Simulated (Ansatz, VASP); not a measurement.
# MgB2: VASP beside Ansatz

```
Mg B
1.0
     3.03438    0.00000    0.00000
    -1.51719    2.62785    0.00000
     0.00000    0.00000    3.45981
Mg B
1 2
Direct
  0.00000 0.00000 0.00000
  0.33333 0.66667 0.50000
  0.66667 0.33333 0.50000
```

Alike in both runs: functional LDA; k mesh 15 × 15 × 12; occupations gaussian, width 0.1 eV; no spin polarisation.

Ansatz relaxed the structure, and its values are those at the end. VASP's run is a single point on that final structure, the one shown.

```csv
,VASP,Ansatz
version,VASP 6.6.1,Ansatz 0.2.0
potentials or method,"VASP PAW LDA potentials, release 64 (Mg, B)","scalar-relativistic, plane waves, PAW"
plane-wave cutoff (eV),520,420
valence electrons in the cell,8,16
```

VASP gave:

| Quantity | Value |
| --- | --- |
| gap on the k mesh at the Fermi level (eV) | none |
| pressure (GPa) | -0.6 |

Q: Estimate Ansatz's values.

A: gap on the k mesh at the Fermi level (eV): none; pressure (GPa): 0.0.

A gap of «none» marks a metal or a gap that the smearing closes. The two sets of potentials don't hold the same shells in valence.
